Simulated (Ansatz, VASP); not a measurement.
Given: the input of a run of Ansatz 0.2.0 on InAs. 

File input.yaml:

```yaml
crystal:
  lattice:
    - [0.0, 3.018, 3.018]
    - [3.018, 0.0, 3.018]
    - [3.018, 3.018, 0.0]
  atoms:
    - { symbol: In, position: [0.0, 0.0, 0.0] }
    - { symbol: As, position: [0.75, 0.75, 0.75] }
hamiltonian:
  xc: blyp
  pseudopotentials: { kind: paw }
  dispersion: d4
kpoints:
  mp_grid: { grid: [8, 8, 8] }
scf:
  occupations: { method: fermi_dirac, width: 0.05 }
output:
  forces: true
  stress: true
relax:
  f_tol: 0.01
  max_steps: 40
  cell: { stress_tol: 0.05 }
```

Potentials or basis: Ansatz PAW.

Launch:

```bash
$ ansatz run input.yaml --threads 2 --pin off --max-ram 5632MiB --backend cpu --events-out ev --progress --plain --runs-dir out
```

Q: What does the same run look like in VASP 6.6.1? Potentials or basis there: PBE PAW files As, In_d, 600 eV.

A: As run (cutoffs and basis follow the program's own potentials, and thresholds, step limits or extra output files can differ):

Contents of INCAR:

```
PREC = Accurate
ENCUT = 600
EDIFF = 1E-6
ISMEAR = -1
SIGMA = 0.05
LREAL = False
LASPH = True
NELM = 100
ALGO = Normal
ISIF = 3
LWAVE = False
LCHARG = False
GGA = B5
ALDAX = 1.0
AGGAX = 1.0
AGGAC = 1.0
ALDAC = 0.0
IVDW = 13
VDW_S6 = 1.0
VDW_S8 = 2.34076671
VDW_A1 = 0.44488865
VDW_A2 = 4.0933009
IBRION = 2
NSW = 40
EDIFFG = -0.02
```

Contents of KPOINTS:

```
regular mesh
0
Gamma
  8 8 8
```

The input POSCAR:

```
InAs
1.0
    0.0000000000      3.0180000000      3.0180000000
    3.0180000000      0.0000000000      3.0180000000
    3.0180000000      3.0180000000      0.0000000000
In As
1 1
Direct
    0.0000000000      0.0000000000      0.0000000000
    0.7500000000      0.7500000000      0.7500000000
```

Potentials or basis: VASP PAW PBE potentials, release 64 (In_d, As).

The run is started by

```console
$ cat potpaw_PBE.64/In_d/POTCAR potpaw_PBE.64/As/POTCAR > POTCAR
$ mpirun -np 1 vasp_std > vasp.out
```

Both were run:

|  | Ansatz | VASP |
| --- | --- | --- |
| Relaxed volume | 29.07 Å³/atom | 29.16 Å³/atom |
| Relaxed cell | a = 4.348 Å, b = 4.348 Å, c = 4.348 Å, α = 60.00°, β = 60.00°, γ = 60.00° | a = 4.353 Å, b = 4.353 Å, c = 4.353 Å, α = 60.00°, β = 60.00°, γ = 60.00° |
| Space group after relaxing | F-43m (No. 216) | F-43m (No. 216) |
| Pressure after relaxing | 0.0 GPa | 0.0 GPa |

Ansatz's pressure holds a Pulay term of +0.03 GPa for its cutoff of 420 eV, which the other run lacks.

The potentials hold 28 and 18 valence electrons a cell.

Ansatz's potentials were made for PBE. VASP's potentials were made for PBE.

Where Ansatz's input types no cutoff or centring, it takes its own default and a Γ-centred mesh.

Pressure is positive in compression.
